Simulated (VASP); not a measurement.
Runs of VASP 6.6.1 on W. The structure is cubic, space group Fm-3m (No. 225). Conventional cell: a = 4.001 Å, b = 4.001 Å, c = 4.001 Å, α = 90.00°, β = 90.00°, γ = 90.00°. W (site symmetry m-3m) has 12 W at 2.83 Å as nearest neighbours. This isn't the form of W at room conditions, which is bcc.

```tsv
level	k mesh	cutoff (eV)	smearing	gap on the mesh (eV)	pressure (GPa)
r2SCAN	18 × 18 × 18	520	gaussian 0.1 eV	none	4.9
PBEsol	18 × 18 × 18	520	gaussian 0.5 eV	none	(a)
PBEsol	18 × 18 × 18	900	gaussian 0.1 eV	none	0.0
PBEsol	18 × 18 × 18	700	gaussian 0.1 eV	none	0.0
PBEsol	28 × 28 × 28	520	gaussian 0.1 eV	none	-0.1
```

Alike in all rows: task single point; potentials or basis VASP PAW PBE potentials, release 64 (W_sv); no spin polarisation; cell as given.

Task: Fill in the values left out.

Result: (a) 0.6.

Caveats: the PAW data sets were made with another functional, which shifts forces and pressure a little.

A k mesh can miss the band edges, and the runs leave out spin-orbit coupling on W.

A gap of «none» marks a metal or a gap under the smearing width.
